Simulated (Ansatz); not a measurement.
The system is SiO2.

```xyz
12
Lattice="4.9756 0.0000 0.0000 0.0000 4.9756 0.0000 0.0000 0.0000 6.9009" Properties=species:S:1:pos:R:3 pbc="T T T"
Si    3.9966    3.9966    3.4504
Si    3.4668    1.5088    1.7252
Si    1.5088    3.4668    5.1757
Si    0.9790    0.9790    0.0000
O     3.7902    0.5492    2.9815
O     4.4263    1.1854    0.4690
O     0.5492    3.7902    3.9194
O     1.3024    1.9386    5.6446
O     1.1854    4.4263    6.4319
O     3.6732    3.0370    2.1942
O     1.9386    1.3024    1.2562
O     3.0370    3.6732    4.7067
```

The cell comes from a database or a generator and needn't be the stable form of this composition.

Base run:

- Program: Ansatz 0.2.0
- Functional: PBEsol
- Potentials or basis: Ansatz PAW
- Cutoff: 420 eV (not typed: the program's choice for these potentials)
- k mesh: 6 × 6 × 4
- Occupations: fermi-dirac, width 0.05 eV
- Spin: no spin polarisation

Its results: band gap on the k mesh 5.67 eV, direct; pressure 2.4 GPa; largest force 0.157 eV/Å.

**Question.** The run is repeated on the same cell with these changes: functional from PBEsol to LDA. What comes out?

**Answer.** Band gap on the k mesh 5.49 eV, direct; pressure -1.6 GPa; largest force 0.089 eV/Å.

LDA binds more tightly than PBEsol, so the same cell stands under less pressure.

Caveats: the PAW data sets come from PBE, with cores solved anew for the run's functional, which leaves a small shift of forces and pressure.
